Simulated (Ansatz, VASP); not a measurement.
Two plane-wave programs on SiC

```
CELL_PARAMETERS angstrom
3.19831 0.00000 0.00000
-1.59915 2.76982 0.00000
0.00000 0.00000 5.01746
ATOMIC_POSITIONS crystal
Si 0.33333 0.66667 0.49779
Si 0.66667 0.33333 0.99779
C 0.33333 0.66667 0.87721
C 0.66667 0.33333 0.37721
```

Alike in both runs: task single point; functional r2SCAN; k mesh 12 × 12 × 6; occupations gaussian, width 0.02 eV; no spin polarisation.

|  | VASP | Ansatz |
| --- | --- | --- |
| version | VASP 6.6.1 | Ansatz 0.2.0 |
| potentials or method | VASP PAW PBE potentials, release 64 (Si, C) | scalar-relativistic, plane waves, PAW |
| plane-wave cutoff (eV) | 520 | 500 |
| valence electrons in the cell | 16 | 16 |

Ansatz gave:

| Item | Value |
| --- | --- |
| gap on the k mesh at the Fermi level (eV) | 2.59 |
| least direct gap on the mesh (eV) | 3.88 |
| pressure (GPa) | -14.2 |
| largest component of the traceless stress (GPa) | 14.15 |

Estimate VASP's values.

gap on the k mesh at the Fermi level (eV): 2.60; least direct gap on the mesh (eV): 3.89; pressure (GPa): -14.3; largest component of the traceless stress (GPa): 14.24.

The functional is the same, so the differences come from potentials, cutoffs and numerics.

Caveats: the PAW data sets were made with another functional, which shifts forces and pressure a little (VASP). r2SCAN opens gaps a little over a GGA but as a rule still falls short of measured ones. A k mesh can miss the band edges.
